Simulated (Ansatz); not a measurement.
# MoS2 in Ansatz: a series of runs

The runs below take MoS2 through dielectric tensor, phonons, elastic constants, with PBEsol.

Everything below comes from runs of Ansatz 0.2.0. Logs are shortened: lines on timing, memory, paths and dates and some standing lists are left out, and cuts for length are marked.

**1. The structure**

The cell holds a slab with vacuum, 3 atoms: a = 3.184 Å, b = 3.184 Å, c = 17.335 Å, α = 90.00°, β = 90.00°, γ = 120.00°.

**2. Dielectric tensor, PBEsol**

The input, input.yaml:

```yaml
crystal:
  lattice:
    - [3.1841260822, 0.0, 0.0]
    - [-1.5920630411, 2.757534076, 0.0]
    - [0.0, 0.0, 17.33459995]
  atoms:
    - { symbol: Mo, position: [0.0, 0.0, 0.0] }
    - { symbol: S, position: [0.3333333333, 0.6666666667, 0.91050702] }
    - { symbol: S, position: [0.3333333333, 0.6666666667, 0.08949298] }
kpoints:
  mp_grid: { grid: [10, 10, 2] }
scf:
  occupations: { method: fixed }
hamiltonian:
  xc: pbesol
  pseudopotentials: { kind: all_electron, datasets: crystal }
output: {}
dielectric: {}
```

Potentials or basis: all-electron PAW datasets made for the slab.

Run with:

```console
$ ansatz run input.yaml --threads 2 --pin off --max-ram 8192MiB --backend cpu --events-out ev --progress --plain --runs-dir out
```

The program printed:

```text
Warning: RAYON_NUM_THREADS=2 ignored (pool sized by the plan → 2); use --threads N
hamiltonian.pseudopotentials.datasets: crystal makes datasets for this crystal and solves the spheres of its atoms anew in each pass: cutoff 340.0 eV, the density's 1360.0 eV; for an error of 0.50 meV an atom under PBE, 1.5 meV for the cell; an energy difference from a run of another recipe may be off by several times the error for the cell, under r2SCAN by more, where some 0.1 meV an atom stays at smaller errors; in a run that uses the all-electron wave functions in the spheres, carries its plane waves along with the cell (elastic.basis: deformed) or is on a recipe of such a run or, without exact exchange, of a hybrid, they include no finite-basis correction of the energy (for plane waves above the cutoff): energies differ from those of runs with it by up to 1.1 meV an atom at a dataset_error of 0.2 meV (4 under r2SCAN), and by more at a larger error or with an open f shell (one dataset_recipe, of a run without it, keeps both alike, but for a hybrid, which always has it); S in spheres of 1.027 Å, 6 of its electrons in bands; Mo in spheres of 1.376 Å, 6 of its electrons in bands, 8 on its site; only band paths and densities of states list, in semicore columns, the levels of the semicore shells that are solved separately: 4s of Mo, 4p of Mo
Engine: ansatz 0.2.0, aarch64-unknown-linux-gnu
Pseudopotentials: kind: all_electron
Pseudopotential: Mo, paw, valence charge 14, recommended cutoff 340 eV (normal), crystal/all_electron/pbesol/scalar/gaussian/Mo, Koelling and Harmon's equation, gaussian nucleus
Pseudopotential: S, paw, valence charge 6, recommended cutoff 340 eV (normal), crystal/all_electron/pbesol/scalar/gaussian/S, Koelling and Harmon's equation, gaussian nucleus
Functional definition: PBEsol
  exchange = pbesol_x
  correlation = pbesol_c
davidson cushion auto → on  (no smearing: the cushion is to keep the highest requested band from converging to the state above it; pin scf.eigensolver.cushion to override)
Crystal: 3 atoms, lattice volume = 152.204 Å³
Basis set: ecut = 340 eV, 2165 PW (Γ), exchange–correlation on 40×40×216 points (8 copies of the dense FFT grid, shifted against one another)
Bands: 13, of which v1, the nominal top of the filled ones, is band 9 counted from 1 (8 counted from 0)
Symmetry: 12 space group operations
k-points: 62 of 200 (irreducible under 2 space group operations, time reversal used)
Non-local potential: Mo, projectors of the file, l = 0: 1, l = 1: 1, l = 2: 2
Non-local potential: S, projectors of the file, l = 0: 1, l = 1: 1, l = 2: 2
PAW form: soft (Blöchl's): semilocal exchange-correlation on the pseudo side does not see the compensation charge
PAW one-centre angular grid: Mo, 590 points (default); XC on its mesh's 1883 points in the sphere
PAW one-centre angular grid: S, 110 points (default); XC on its mesh's 1891 points in the sphere
Initial density: superposition of atomic densities (neutral atoms: chi_scale 0, normalization atom)
Initial wavefunctions: pseudopotential atomic-orbital guess
Functional: x = pbesol(κ = 0.804, μ = 0.12345679012345678), c = pbesol(β = 0.046)
iter 1 solved again at ethr=3.74e-2 eV; its pass at ethr=1.00e-1 eV (dr2=6.72e0 eV) is discarded
SCF iter   1: F=—  HF=-131814.826051 eV  |F-HF|=—  |Δ(HF+E_count)|=         —  Δρ=5.97e-2  dr2=7.84e0  ethr=3.74e-2  ⟨swp⟩=2.1  Hψ=5060  notcnv=0
preconditioner: auto → none  [insulator: Δε(μ)=1.879 eV  Ē_g=8.942 eV  n_scr=10 (ndim 8)  ℏωp=12.8 eV  f_vac=0.592  ε∞_Penn≈3.0]
SCF iter   2: F=—  HF=-131815.876894 eV  |F-HF|=—  |Δ(HF+E_count)|=    1.05e0  Δρ=6.90e-2  dr2=2.06e1  ethr=3.74e-2  ⟨swp⟩=3.1  Hψ=2577  notcnv=0
iter 3 solved again at ethr=1.32e-3 eV; its pass at ethr=3.74e-2 eV (dr2=2.37e-1 eV) is discarded
SCF iter   3: F=—  HF=-131813.282633 eV  |F-HF|=—  |Δ(HF+E_count)|=    2.59e0  Δρ=1.41e-2  dr2=2.55e-1  ethr=1.32e-3  ⟨swp⟩=3.1  Hψ=4121  notcnv=0
SCF iter   4: F=—  HF=-131813.230544 eV  |F-HF|=—  |Δ(HF+E_count)|=   5.21e-2  Δρ=4.80e-3  dr2=4.31e-2  ethr=1.32e-3  ⟨swp⟩=2.6  Hψ=1918  notcnv=0
SCF iter   5: F=—  HF=-131813.216969 eV  |F-HF|=—  |Δ(HF+E_count)|=   1.36e-2  Δρ=7.93e-4  dr2=6.62e-4  ethr=2.40e-4  ⟨swp⟩=2.0  Hψ=2294  notcnv=0
SCF iter   6: F=—  HF=-131813.216411 eV  |F-HF|=—  |Δ(HF+E_count)|=   5.57e-4  Δρ=3.90e-4  dr2=4.34e-4  ethr=3.68e-6  ⟨swp⟩=3.7  Hψ=2715  notcnv=0
SCF iter   7: F=—  HF=-131813.216339 eV  |F-HF|=—  |Δ(HF+E_count)|=   7.20e-5  Δρ=9.41e-5  dr2=2.06e-5  ethr=2.41e-6  ⟨swp⟩=2.0  Hψ=2294  notcnv=0
SCF iter   8: F=—  HF=-131813.216336 eV  |F-HF|=—  |Δ(HF+E_count)|=   3.14e-6  Δρ=1.33e-5  dr2=4.46e-7  ethr=1.14e-7  ⟨swp⟩=3.0  Hψ=2158  notcnv=0
SCF iter   9: F=—  HF=-131813.216336 eV  |F-HF|=—  |Δ(HF+E_count)|=   1.09e-8  Δρ=5.92e-6  dr2=7.62e-8  ethr=2.48e-9  ⟨swp⟩=3.1  Hψ=2887  notcnv=0
SCF iter  10: F=—  HF=-131813.216336 eV  |F-HF|=—  |Δ(HF+E_count)|=   1.64e-8  Δρ=1.09e-6  dr2=3.40e-9  ethr=4.23e-10  ⟨swp⟩=3.0  Hψ=2261  notcnv=0
SCF iter  11: F=—  HF=-131813.216336 eV  |F-HF|=—  |Δ(HF+E_count)|=  5.24e-10  Δρ=6.75e-7  dr2=2.46e-9  ethr=1.89e-11  ⟨swp⟩=3.0  Hψ=2575  notcnv=0
SCF iter  12: F=—  HF=-131813.216336 eV  |F-HF|=—  |Δ(HF+E_count)|=  2.62e-10  Δρ=1.54e-7  dr2=1.12e-10  ethr=1.37e-11  ⟨swp⟩=2.5  Hψ=1900  notcnv=0
SCF iter  13: F=-131813.216336 eV  HF=-131813.216336 eV  |F-HF|=2.91e-11  |Δ(HF+E_count)|=  8.73e-11  Δρ=4.69e-8  dr2=6.62e-12  ethr=1.00e-12  ⟨swp⟩=2.9  Hψ=2025  notcnv=0
SCF 1 converged in 13 iterations: F = -131813.216336 eV  dr2 = 6.62e-12
the response reads at least the filled bands of the reference SCF and the lowest empty band at each k-point, and that SCF's band table does not vouch for those bands. The notice of the band table in this run's record says why
NSCF: frozen V_eff on 1 k-points
DFPT response loops at Γ: preconditioner auto → none (the input reference at scf.mixing.eps_inf says where Resta's filter doesn't serve); β = 0.50; Broyden in place of MSR1
WARN: field response: ε∞, Z* and everything formed from them stand on the 10×10×2 k-mesh, whose period is 16.16 times the interband length at k = (0.4000, 0.3000, 0.0000), direct gap 1.928 eV, 14 or more, which is no proof that they serve; points inside a basis were not begun: none includes the bands' part inside the spheres of datasets made for the crystal
SCF converged after 13 iterations
Free energy (F): -131813.216336 eV
Harris-Foulkes:  -131813.216336 eV  (|F-HF|=2.91e-11)
Internal energy: -131813.216336 eV  (E = F + TS)
E sigma→0 (E₀):  -131813.216336 eV
Past the cutoff: waves up to 1.5 times it would add -0.000095 eV an atom, which no energy here includes
By the cutoff:   a pressure is off by up to 0.006 GPa (6 times that energy over an atom's volume, and 0.004 GPa: a bound that held against runs at twice the plane waves)
Past the cutoffs: a stress includes 0.0005 GPa for waves and charges beyond them
In the spheres:  the bands' charges fall short by 9.1e-7 e at most (sound up to 1e-3), those of shells solved beside the bands by 6.1e-6 e (sound up to 5e-4)
Fermi energy:    0.201123 eV
--- Per-component energies (eV) ---
  E_band       = -87.563891
  E_kinetic    = 324.208427
  E_local      = -12566.106463  (includes V_loc(G=0)·N_el)
  E_nonlocal   = 22.392431
  E_hartree    = 6181.826245
  E_xc         = -245.047139
  E_vxc        = -293.101030  (∫ρ·V_xc dr)
  E_paw        = -132949.513719  (= ΣΔE_a)
  E_vpaw       = -3299.673155  (= ΣTr[D̂ρ^β])
  E_ewald      = 4057.960333
  E_smearing   = -0.000000  (= −TS)
  E_closure    = 3361.063549  (closes the sum)
  Σ components = -131813.216336   (vs F -131813.216336, Δ=0.00e0)
  The terms above E_closure are by the made datasets' own strengths, without shells solved beside the bands.
--- Band table (eV; the first three rows and the last of 62) ---
  k-point 0: bands = ["-13.9394", "-12.5807", "-5.4926", "-2.5120", "-2.5120", "-1.5667", "-1.3835", "-1.3835", "0.2011", "2.9282", "2.9282", "3.2217", "3.2217"]
  k-point 1: bands = ["-13.9394", "-12.5807", "-5.4926", "-2.5120", "-2.5120", "-1.5667", "-1.3835", "-1.3835", "0.2011", "2.9282", "2.9282", "3.2217", "3.2217"]
  k-point 2: bands = ["-13.7913", "-12.5216", "-5.3273", "-2.8314", "-2.3571", "-2.2360", "-1.6126", "-0.9414", "0.1152", "2.7530", "2.8453", "3.0542", "3.1849"]
  k-point 61: bands = ["-12.0785", "-11.8297", "-5.0772", "-4.7872", "-3.5735", "-3.0615", "-2.5346", "-1.4585", "-0.3739", "2.3586", "2.9682", "3.3710", "4.7265"]
--- Dielectric response (ions clamped): 2 representative field directions + reference, on 62 of 200 k-points (Σ response iterations 22) ---
  k mesh reduced under 2 symmetry operations, with k and −k counted as one. Each operation leaves every solved perturbation unchanged. A smaller set is not considered because the run solves the response to a homogeneous field
  ε∞ (high-frequency dielectric tensor):
        5.996259     0.000000     0.000000
        0.000000     5.996259     0.000000
        0.000000     0.000000     1.413607
  Born effective charges Z* (e; rows j = field, columns β = displacement):
    site 0:
        -1.06205    0.00000    0.00000
         0.00000   -1.06205    0.00000
         0.00000   -0.00000   -0.11358
    site 1:
         0.53103    0.00000   -0.00000
         0.00000    0.53103    0.00000
         0.00000   -0.00000    0.05679
    site 2:
         0.53103    0.00000    0.00000
         0.00000    0.53103   -0.00000
         0.00000    0.00000    0.05679
  Z* charge neutrality: 6.592e-5 e pre-enforcement
  k-mesh period / interband length: 31.8 Å / 1.97 Å = 16.16 at k = (0.4000, 0.3000, 0.0000), direct gap 1.928 eV — 14 or more, which is no proof of convergence
```

Wall time 1.7 min (2 threads of Arm Neoverse V2, shared host); peak memory 1.6 GiB.

Results:

```
Free energy                             : -131813.2163 eV
Band gap on the k mesh                  : 1.73 eV, indirect (least direct gap 1.93 eV)
Electronic dielectric tensor (diagonal) : 6.00, 6.00, 1.41
Born charges (mean of the diagonal)     : Mo -0.75; S +0.37 e
```

Electronic dielectric tensor:
```
6.00 0.00 0.00
0.00 6.00 0.00
0.00 0.00 1.41
```

Born effective charge tensors (e):
atom 1, Mo
```
-1.06  0.00  0.00
 0.00 -1.06  0.00
 0.00  0.00 -0.11
```
atom 2, S
```
0.53 0.00 0.00
0.00 0.53 0.00
0.00 0.00 0.06
```
atom 3, S
```
0.53 0.00 0.00
0.00 0.53 0.00
0.00 0.00 0.06
```

**3. Phonons, PBEsol**

input.yaml: that of step 2 with these lines changed.

```diff
@@ -12,7 +12,9 @@
 scf:
-  occupations: { method: fixed }
+  occupations: { method: fermi_dirac, width: 0.05 }
 hamiltonian:
   xc: pbesol
-  pseudopotentials: { kind: all_electron, datasets: crystal }
+  pseudopotentials: { kind: all_electron, lapw: { basis_error: 0.002 } }
 output: {}
-dielectric: {}
+phonons:
+  method: fd
+  supercell: [1, 1, 1]
```

Potentials or basis: all-electron LAPW, scalar-relativistic.

Run with:

```console
$ ansatz run input.yaml --threads 2 --pin off --max-ram 8192MiB --backend cpu --events-out ev --progress --plain --runs-dir out
```

The program printed:

```text
Warning: RAYON_NUM_THREADS=2 ignored (pool sized by the plan → 2); use --threads N
LAPW: plane waves up to 8.231 Å⁻¹, error target 2.0e-3 eV per atom; small_component_spin mean_spin; S in spheres of 1.033 Å, 14 of its electrons in bands, Dirac shells []; Mo in spheres of 1.300 Å, 30 of its electrons in bands, Dirac shells [] (how accurate: hamiltonian.pseudopotentials.lapw.basis_error, Limitations)
[... 2 set-up lines as earlier in the session ...]
Pseudopotential: Mo, LAPW, valence charge 30, lapw/all_electron/scalar/gaussian/Mo, Koelling and Harmon's equation, gaussian nucleus
Pseudopotential: S, LAPW, valence charge 14, lapw/all_electron/scalar/gaussian/S, Koelling and Harmon's equation, gaussian nucleus
[... 1 set-up line as earlier in the session ...]
[... 94 lines left out ...]
  k-point 27: bands = ["-375.2504", "-375.2308", "-375.2308", "-217.4135", "-217.4135", "-217.4005", "-217.3915", "-217.3915", "-204.6633", "-204.6633", "-149.7392", "-149.7392", "-149.7392", "-149.7392", "-149.6837", "-149.6837", "-60.5582", "-34.8591", "-34.7752", "-34.6870", "-11.8283", "-11.7130", "-5.2175", "-4.7020", "-3.6870", "-3.3222", "-2.8065", "-1.8284", "0.0068", "1.9349", "3.2809", "3.5913", "4.9906", "7.2895", "7.9825"]
--- Phonons: 3 displaced members + reference (amplitude 0.01 Å, Σ member SCF iterations 24) ---
  symmetry images taken by strict's conditions (phonons.symmetry_images: auto; settled by no image being taken that strict refuses)
  ASR residual: 3.201e-3 → 0.000e0 eV/Å²; symmetrization residual: 2.255e-3 eV/Å²
  largest component of a force at the reference: 1.5e-1 eV/Å
  ASR residual per site (eV/Å²): 3.20e-3 1.12e-3 1.12e-3
  Γ frequencies (cm⁻¹): 0.00 0.00 0.00 279.17 279.17 376.53 376.53 400.55 461.76
  density of states and harmonic sums: on the 22×22×1 q-mesh, interpolated from the force constants of a 1×1×1 supercell (no non-analytic term)
  largest difference from the sums on the solved wave vectors: F 3.98e-1 eV, S 6.56e-4 and C_V 2.58e-4 eV/K
  zero-point energy: 0.159580 eV/cell   skipped modes (ω ≤ 0): 3   left out of the sums: 6.89e-4 of the cell's modes: C_V's classical limit lies that fraction below 3 k_B per atom; for a crystal, a wire or a layer, F and S can be off by more, and a phonons.interpolated_qmesh denser along its periods is the remedy for the sampling
```

phdos.tsv:

```text
# omega_inv_cm	omega_thz	g_bin_mean(omega)[modes/inv_cm]
# format = ansatz-phdos/2
# interpolated_qmesh = 22 22 1
# force_constants_supercell = 1 1 1
# lo_to_splitting: not included (the non-analytic LO-TO correction is not applied to the interpolated dynamical matrix; polar crystals: no LO-TO splitting at GAMMA, and LO and other optical branches, acoustic branches and sound speeds, and with them the density of states and the thermodynamics, can be off between the wave vectors that the force constants were sampled on, most near GAMMA; a larger extent of the force constants narrows that region and is not shown to mend the acoustic slopes)
# g_bin_mean(omega): the modes in a bin one row spacing wide, centred on omega, divided by that spacing. A flat band (one whose frequency is the same at every q-point) is counted whole in the row whose bin holds it (on the edge of two bins, in the lower row). The modes of the run's own cell are the sum of g_bin_mean times the row spacing in inv_cm (a plain sum, not the trapezoid rule); for a one-atom cell on a GAMMA-only q-mesh every row is zero, so that sum is 0, not 3
0.000000	0.000000	6.195639e-6
0.923510	0.027686	4.956511e-5
1.847020	0.055372	9.913023e-5
2.770530	0.083058	1.486953e-4
3.694040	0.110745	1.982605e-4
4.617550	0.138431	2.478256e-4
[... 493 lines left out ...]
460.831499	13.815381	7.936702e-3
461.755009	13.843067	1.421143e-3
```

Run time: 3 min. Hardware: 2 threads of Arm Neoverse V2, shared host; peak memory 0.84 GiB.

What came out:

- Free energy: -131813.2145 eV
- Largest force: 0.148 eV/Å
- Band gap on the k mesh: 1.73 eV, indirect (least direct gap 1.93 eV)
- Highest phonon frequency at Γ, LO-TO splitting left out: 462 cm⁻¹

Forces in eV/Å, atoms in the order of the input:
```
Mo   0.000  0.000  0.000
S    0.000  0.000  0.148
S    0.000  0.000 -0.148
```

Levels at points of the mesh, in eV from the valence-band top:
```
             k point  band 26  band 27  band 28  band 29  band 30  band 31  band 32  band 33
  (0.00, 0.00, 0.00)    -1.77    -1.58    -1.58     0.00     2.73     2.73     3.02     3.02
 (0.00, 0.00, -0.50)    -1.77    -1.58    -1.58     0.00     2.73     2.73     3.02     3.02
 (0.00, -0.50, 0.00)    -3.25    -1.86    -1.03    -0.68     2.19     2.72     3.83     4.32
(0.00, -0.50, -0.50)    -3.25    -1.86    -1.03    -0.68     2.19     2.72     3.83     4.32
```

Phonon frequencies in cm⁻¹ (negative: imaginary):
| q point | frequencies |
| --- | --- |
| (0.000, 0.000, 0.000) | 0 0 0 279 279 377 377 401 462 |

As with any semilocal functional, this PBEsol gap is likely too small.

**4. Elastic constants, PBEsol**

input.yaml: that of step 3 with these lines changed.

```diff
@@ -10,3 +10,3 @@
 kpoints:
-  mp_grid: { grid: [10, 10, 2] }
+  mp_grid: { grid: [8, 8, 2] }
 scf:
@@ -16,5 +16,7 @@
   pseudopotentials: { kind: all_electron, lapw: { basis_error: 0.002 } }
-output: {}
-phonons:
-  method: fd
-  supercell: [1, 1, 1]
+output:
+  forces: true
+  stress: true
+elastic:
+  mode: relaxed_ion
+  stencil: two_point
```

Run with:

```console
$ ansatz run input.yaml --threads 2 --pin off --max-ram 8192MiB --backend cpu --events-out ev --progress --plain --runs-dir out
```

It took 10 min on 2 threads of Arm Neoverse V2, shared host; peak memory 0.62 GiB.

It converged, with:

| Item | Value |
| --- | --- |
| Free energy | -131813.2153 eV |
| Band gap on the k mesh | 1.73 eV, indirect (least direct gap 1.98 eV) |
| Voigt bulk modulus | 20 GPa |

Stress tensor (GPa, compression positive):
```
-1.31  0.00  0.00
 0.00 -1.31  0.00
 0.00  0.00  0.00
```

Levels at points of the mesh, in eV from the valence-band top:
| k point | band 25 | band 26 | band 27 | band 28 | band 29 | band 30 | band 31 | band 32 | band 33 | band 34 |
| --- | --- | --- | --- | --- | --- | --- | --- | --- | --- | --- |
| (0.00, 0.00, 0.00) | -2.79 | -1.77 | -1.65 | -1.65 | 0.00 | 2.70 | 2.70 | 3.02 | 3.02 | 5.40 |
| (0.00, 0.00, -0.50) | -2.79 | -1.77 | -1.65 | -1.65 | 0.00 | 2.70 | 2.70 | 3.02 | 3.02 | 5.51 |
| (0.00, -0.50, 0.00) | -4.18 | -3.31 | -1.87 | -1.09 | -0.71 | 2.16 | 2.69 | 3.82 | 4.33 | 6.03 |
| (0.00, -0.50, -0.50) | -4.18 | -3.31 | -1.87 | -1.09 | -0.71 | 2.16 | 2.69 | 3.82 | 4.33 | 6.03 |

Elastic tensor in Voigt notation (GPa, in the Cartesian axes of the cell as first typed):
```
74 18 -1  0  0  0
18 74 -1  0  0  0
 0  0  0  0  0  0
 0  0  0  1  0  0
 0  0  0  0  1  0
 0  0  0  0  0 28
```

**5. Overview**

| task | potentials or basis | k mesh | cutoff (eV) | smearing | basis error allowed | gap on the mesh (eV) |
| --- | --- | --- | --- | --- | --- | --- |
| dielectric tensor | all-electron PAW datasets made for the slab | 10 × 10 × 2 | 340 | fixed | - | 1.73 |
| phonons | all-electron LAPW, scalar-relativistic | 10 × 10 × 2 | 258 | fermi-dirac 0.05 eV | 0.002 eV/atom | 1.73 |
| elastic constants | all-electron LAPW, scalar-relativistic | 8 × 8 × 2 | 258 | fermi-dirac 0.05 eV | 0.002 eV/atom | 1.73 |

Alike in all rows: level PBEsol; no spin polarisation; cell as given.

Compare energies only between runs with the same functional and basis.
